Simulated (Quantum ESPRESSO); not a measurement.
The system is ZrB2.

```
Zr B
1.0
     3.17000    0.00000    0.00000
    -1.58500    2.74530    0.00000
     0.00000    0.00000    3.53300
Zr B
1 2
Direct
  0.00000 0.00000 0.00000
  0.66667 0.33333 0.50000
  0.33333 0.66667 0.50000
```

Program: Quantum ESPRESSO 7.5. Alike in all runs: task band structure; no spin polarisation; cell as given; smearing fermi-dirac 0.05 eV.

Problem. Order these runs on this cell by their pressure, lowest first.
A. level r2SCAN; potentials or basis SG15 PBE 1.2; k mesh 8 × 8 × 6; cutoff (eV) 952; SCF threshold 1e-08 Ry; symmetry off
B. level PBEsol; potentials or basis GBRV 1.5 PBEsol; k mesh 10 × 10 × 8; cutoff (eV) 612; SCF threshold 6e-10 Ry
C. level LDA; potentials or basis GBRV 1.5 LDA; k mesh 10 × 10 × 8; cutoff (eV) 612; form of the LDA correlation PZ81; SCF threshold 6e-10 Ry

Solution. C (-8.4 GPa), B (-4.0 GPa), A (-0.1 GPa).

Caveats: the potentials were made for another functional, which shifts forces and pressure (some runs).
